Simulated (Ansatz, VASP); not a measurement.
# AlFe: VASP beside Ansatz

```xyz
2
Lattice="2.8607 0.0000 0.0000 0.0000 2.8607 0.0000 0.0000 0.0000 2.8607" Properties=species:S:1:pos:R:3 pbc="T T T"
Al    0.0000    0.0000    0.0000
Fe    1.4303    1.4303    1.4303
```

Alike in both runs: task single point; functional PBE; k mesh 10 × 10 × 10; occupations fermi-dirac, width 0.1 eV; collinear spin.

|  | VASP | Ansatz |
| --- | --- | --- |
| version | VASP 6.6.1 | Ansatz 0.2.0 |
| potentials or method | VASP PAW PBE potentials, release 64 (Al, Fe) | plane waves, PAW |
| plane-wave cutoff (eV) | 520 | 500 |
| valence electrons in the cell | 11 | 19 |

|  | VASP | Ansatz | Ansatz less VASP |
| --- | --- | --- | --- |
| pressure (GPa) | 2.9 | 3.0 | +0.04 |
| net moment per atom (μB) | 0.35 | 0.35 | +0.003 |
| size of the moment on the site where the two differ most (μB) | 0.74 | 0.74 | -0.004 |

Site moments also hang on the region over which each program counts them. The two sets of potentials don't hold the same shells in valence. Ansatz warned: «given_moment_on_shells».

Caveats: the moment fell far below its start of 4.5 μB, so a state of higher moment may lie lower in energy (VASP).
